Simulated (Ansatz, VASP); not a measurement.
TiAl: VASP beside Ansatz

```
Ti Al
1.0
     3.18428    0.00000    0.00000
     0.00000    3.18428    0.00000
     0.00000    0.00000    3.18428
Ti Al
1 1
Direct
  0.50000 0.50000 0.50000
  0.00000 0.00000 0.00000
```

Alike in both runs: task relaxation of cell and atoms; functional PBE; k mesh 14 × 14 × 14; occupations gaussian, width 0.1 eV; no spin polarisation.

|  | VASP | Ansatz |
| --- | --- | --- |
| version | VASP 6.6.1 | Ansatz 0.2.0 |
| potentials or method | VASP PAW PBE potentials, release 64 (Ti_sv, Al) | scalar-relativistic, plane waves, PAW |
| plane-wave cutoff (eV) | 600 | 420 |
| valence electrons in the cell | 15 | 15 |

VASP gave:

* gap on the k mesh at the Fermi level, each at its own relaxed structure (eV): none
* relaxed volume (Å³/atom): 16.16
* relaxed cell length with the largest relative difference (Å): 3.185

Estimate Ansatz's values.

gap on the k mesh at the Fermi level, each at its own relaxed structure (eV): none; relaxed volume (Å³/atom): 16.17; relaxed cell length with the largest relative difference (Å): 3.186.

A gap of «none» marks a metal or a gap that the smearing closes.
